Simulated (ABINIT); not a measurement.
Crystal: SnSe2.

```
Sn Se
1.0
     3.81100    0.00000    0.00000
    -1.90550    3.30042    0.00000
     0.00000    0.00000    6.13600
Sn Se
1 2
Direct
  0.00000 0.00000 0.00000
  0.66667 0.33333 0.75100
  0.33333 0.66667 0.24900
```

Base run:

```yaml
Program: ABINIT 10.8.3 (patched build)
Functional: LDA
Potentials_or_basis: PseudoDojo NC SR LDA v0.4.1 standard
Cutoff: 1088 eV
k_mesh: 6 × 6 × 4
Occupations: fermi-dirac, width 0.05 eV
Spin: no spin polarisation
```

Its results: band gap on the k mesh 0.66 eV, indirect (least direct gap 0.84 eV); pressure 0.8 GPa; largest force 0.486 eV/Å.

**Question.** The run is repeated on the same cell with these changes: functional from LDA to PBE; potentials or basis from PseudoDojo NC SR LDA v0.4.1 standard to PseudoDojo NC SR PBE v0.4.1 standard. What comes out?

**Answer.** Band gap on the k mesh 0.80 eV, indirect (least direct gap 1.06 eV); pressure 5.6 GPa; largest force 0.809 eV/Å.

Caveats: spin-orbit coupling is left out, which moves the levels of the heavy elements; this functional lacks dispersion, which binds the layers, so the pressure and a relaxed spacing across them are unreliable (some runs).

A k mesh can miss the band edges.
